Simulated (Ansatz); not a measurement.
## TiC: relaxation of cell and atoms

All numbers below come from DFT, PBE, PAW with Ansatz's default frozen-core files, scalar-relativistic (Ansatz 0.2.0).

Command: `ansatz run input.yaml --threads 1 --pin off --max-ram 2048MiB --backend cpu --events-out ev --progress --plain --runs-dir out` The run took about 8.7 s on 1 thread of a shared machine.

```yaml
crystal:
  lattice:
    - [0.0, 2.3476622039, 2.3476622039]
    - [2.3476622039, 0.0, 2.3476622039]
    - [2.3476622039, 2.3476622039, 0.0]
  atoms:
    - { symbol: Ti, position: [0.0, 0.0, 0.0] }
    - { symbol: C, position: [0.25, 0.25, 0.25] }
kpoints:
  mp_grid: { grid: [15, 15, 15] }
scf:
  occupations: { method: fermi_dirac, width: 0.05 }
hamiltonian:
  xc: pbe
  pseudopotentials: { kind: paw }
output:
  forces: true
  stress: true
  write_density: true
  write_potential: true
  elf: true
  volumetric_format: npy
relax:
  f_tol: 0.005
  max_steps: 80
  cell: {}
```

The cell is built from the zincblende type as a first guess.

The cutoff is 420 eV; energies and pressures of the walk include the program's estimate of the Pulay term.

Each frame lists the cell vectors (Å), then Cartesian positions (Å); symmetry keeps all forces zero. Free energies count from the first step, -2750.9135 eV.

The walk took 6 evaluations in all; steps that aren't listed are left out.

Step 1: E = 0.0 meV, P = 3.59 GPa

```
cell 0.0000 2.3477 2.3477 2.3477 0.0000 2.3477 2.3477 2.3477 0.0000
Ti    0.0000    0.0000    0.0000
C     1.1738    1.1738    1.1738
```

Step 2: E = -5.2 meV, P = 0.78 GPa

```
cell 0.0000 2.3603 2.3603 2.3603 0.0000 2.3603 2.3603 2.3603 0.0000
Ti    0.0000    0.0000    0.0000
C     1.1801    1.1801    1.1801
```

Question: How does the relaxation end?

Answer: It converges, with a = 4.728 Å, b = 4.728 Å, c = 4.728 Å, α = 90.00°, β = 90.00°, γ = 90.00° (conventional cell, space group F-43m). The last solve (on a basis chosen afresh for the final cell, so its energy is not quite comparable) gives E = -6.1 meV, P = 0.00 GPa:
```
cell 0.0000 2.3641 2.3641 2.3641 0.0000 2.3641 2.3641 2.3641 0.0000
Ti    0.0000    0.0000    0.0000
C     1.1821    1.1821    1.1821
```
